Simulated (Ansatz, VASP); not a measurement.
# Ge in VASP and in Ansatz

INCAR

```
SYSTEM = Ge
ALGO     = Normal         ! electronic algorithm
EDIFF    = 1E-6           ! SCF threshold, eV
ENCUT    = 520            ! plane-wave cutoff, eV
GGA      = PE             ! functional
ISIF     = 2              ! what is computed and relaxed
ISMEAR   = 0              ! smearing method
LASPH    = .True.         ! aspherical terms in the spheres
LCHARG   = .False.        ! write CHGCAR
LREAL    = .False.        ! projectors in reciprocal space
LWAVE    = .False.        ! write WAVECAR
NBANDS   = 21             ! bands
NELM     = 100            ! most SCF steps
PREC     = Accurate       ! precision mode
SIGMA    = 0.1            ! smearing width, eV
```

KPOINTS

```
k-points
0
Gamma
  6 6 6
  0 0 0
```

Contents of POSCAR:

```
Ge
1.0
   -2.4958980000      2.6508630000      1.4369470000
    2.4958980000     -2.6508630000      1.4369470000
    2.4958980000      2.6508630000     -1.4369470000
Ge
2
Direct
    0.1859430000      0.9359430000      0.2500000000
    0.8140570000      0.0640570000      0.7500000000
```

Input for Ansatz:

```yaml
crystal:
  lattice:
    - [-2.495898, 2.650863, 1.436947]
    - [2.495898, -2.650863, 1.436947]
    - [2.495898, 2.650863, -1.436947]
  atoms:
    - { symbol: Ge, position: [0.185943, 0.935943, 0.25] }
    - { symbol: Ge, position: [0.814057, 0.064057, 0.75] }
basis:
  ecutwfc: 420
kpoints:
  mp_grid: { grid: [6, 6, 6] }
hamiltonian:
  xc: pbe
scf:
  occupations: { method: gaussian, width: 0.1 }
output:
  forces: true
  stress: true
  eigenvalues: true
```

This isn't the form of Ge at room conditions, which is diamond.

Alike in both runs: task single point; functional PBE; k mesh 6 × 6 × 6; occupations gaussian, width 0.1 eV; no spin polarisation.

|  | VASP | Ansatz |
| --- | --- | --- |
| version | VASP 6.6.1 | Ansatz 0.2.0 |
| potentials or method | VASP PAW PBE potentials, release 64 (Ge_d) | scalar-relativistic, plane waves, PAW |
| plane-wave cutoff (eV) | 520 | 420 |
| valence electrons in the cell | 28 | 28 |

VASP gave:

| Item | Value |
| --- | --- |
| gap on the k mesh at the Fermi level (eV) | none |
| pressure (GPa) | 1.7 |
| largest component of the traceless stress (GPa) | 4.34 |
| rms of the force components (eV/Å) | 0.009 |

Q: Which values does Ansatz return?

A: gap on the k mesh at the Fermi level (eV): none; pressure (GPa): 1.8; largest component of the traceless stress (GPa): 4.35; rms of the force components (eV/Å): 0.010.

Atom by atom the forces differ by 0.000 eV/Å (rms over components). A gap of «none» marks a metal or a gap that the smearing closes. The functional is the same, so the differences come from potentials, cutoffs and numerics.

Caveats: the k mesh is coarse (spacing up to 0.42 Å⁻¹), so the values aren't converged.
